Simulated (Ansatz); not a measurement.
Hf: do energies and stresses tell the same story?

Theory: DFT PBEsol, scalar-relativistic, plane waves, PAW (Ansatz).

Plane waves to 420 eV, a k mesh through Γ of 16×16×16 on the computed 1-atom cell and Gaussian smearing (0.10 eV); no spin polarisation.

Relaxed cell: Im-3m, a = 3.491 Å, b = 3.491 Å, c = 3.491 Å, α = 90.00°, β = 90.00°, γ = 90.00°, 1 atom in the primitive cell. This bcc form isn't the element's structure at ambient conditions.

Energies at zero smearing and pressures from the stress tensor, at volumes with shape and atoms relaxed:
```json
{"V (Å³/atom)": "18.714", "E − E(first) (meV/atom)": "0.00", "P (GPa)": "16.71"}
{"V (Å³/atom)": "19.352", "E − E(first) (meV/atom)": "-56.24", "P (GPa)": "11.72"}
{"V (Å³/atom)": "19.990", "E − E(first) (meV/atom)": "-94.12", "P (GPa)": "7.32"}
{"V (Å³/atom)": "20.628", "E − E(first) (meV/atom)": "-115.56", "P (GPa)": "3.43"}
{"V (Å³/atom)": "21.266", "E − E(first) (meV/atom)": "-122.41", "P (GPa)": "0.00"}
{"V (Å³/atom)": "21.904", "E − E(first) (meV/atom)": "-116.27", "P (GPa)": "-3.04"}
{"V (Å³/atom)": "22.542", "E − E(first) (meV/atom)": "-98.52", "P (GPa)": "-5.71"}
{"V (Å³/atom)": "23.393", "E − E(first) (meV/atom)": "-59.25", "P (GPa)": "-8.75"}
```

Problem. Check P = −dE/dV between neighbouring volumes, and get the bulk modulus from the pressures alone.

Solution. With 1 eV/Å³ = 160.2 GPa:
| middle V (Å³/atom) | −ΔE/ΔV (GPa) | mean P (GPa) |
| --- | --- | --- |
| 19.033 | 14.125 | 14.214 |
| 19.671 | 9.511 | 9.519 |
| 20.309 | 5.385 | 5.376 |
| 20.947 | 1.721 | 1.716 |
| 21.585 | -1.544 | -1.519 |
| 22.223 | -4.457 | -4.374 |
| 22.968 | -7.396 | -7.229 |

The two differ by 0.17 GPa at most. The mean of two end pressures misses the average over a step by about ΔV² P″/12, up to 0.05 GPa here; with that taken off 0.12 GPa remains. The stress is the derivative of the free energy, not of the energy at zero smearing, and with free energies 0.00 GPa remains. Around V = 21.266 Å³/atom, the two neighbours give B = −V ΔP/ΔV = 21.266 × 6.47 / 1.276 = 107.8 GPa, against B0 = 108.5 GPa from the Birch–Murnaghan fit of the energies.

Spin–orbit coupling is left out, which can shift energies with elements as heavy as these.